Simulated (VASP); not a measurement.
**HfN: single point with PBEsol**

The system is HfN.

```
CELL_PARAMETERS angstrom
0.00000 2.25844 2.45482
2.25844 0.00000 2.45482
2.25844 2.25844 0.00000
ATOMIC_POSITIONS crystal
Hf 0.00000 0.00000 0.00000
N 0.75000 0.75000 0.75000
```

The cell comes from a database or a generator and needn't be the stable form of this composition.

The cell isn't the ideal one: strain -0.080 along x and y, +0.000 along z, atoms carried along.

```yaml
Program: VASP 6.6.1
Task: single point
Functional: PBEsol
Potentials_or_basis: VASP PAW PBE potentials, release 64 (Hf_pv, N)
Cutoff: 520 eV
k_mesh: 16 × 16 × 16
Occupations: gaussian, width 0.15 eV
Spin: no spin polarisation
Dipole_correction: no
Further_INCAR_settings: ALGO = Fast; EDIFF = 1e-06; NBANDS = 14
```

The pressure is 37.0 GPa. The band gap on the k mesh is none (metal or under the smearing width).

Stress tensor (GPa, compression positive):
```
41.33  0.00  0.00
 0.00 41.33  0.00
 0.00  0.00 28.22
```

Levels at points of the mesh, in eV from the Fermi level:
```tsv
k point	band 5	band 6	band 7	band 8	band 9	band 10	band 11	band 12
(0.00, 0.00, 0.00)	-6.40	-6.15	-6.15	-0.40	1.95	3.24	6.49	8.19
(0.50, 0.00, 0.00)	-6.03	-5.77	-5.25	1.72	3.13	3.49	4.62	6.28
(0.50, 0.50, 0.00)	-7.98	-3.57	-3.57	-1.63	2.37	5.00	5.53	5.53
(0.50, 0.00, 0.50)	-7.87	-3.99	-3.70	-0.96	2.37	5.21	5.53	5.84
```

Wall time 2.4 min on 1 thread of Intel(R) Xeon(R) Platinum 8259CL CPU @ 2.50GHz (Skylake/Cascade Lake) (shared host), peak memory 0.25 GiB.

Caveat: so large a pressure means that the cell lies far from this level's equilibrium, or that cutoff or potentials fall short; the potentials were made for another functional, which shifts forces and pressure. Spin-orbit coupling is left out, which matters for the levels of Hf.
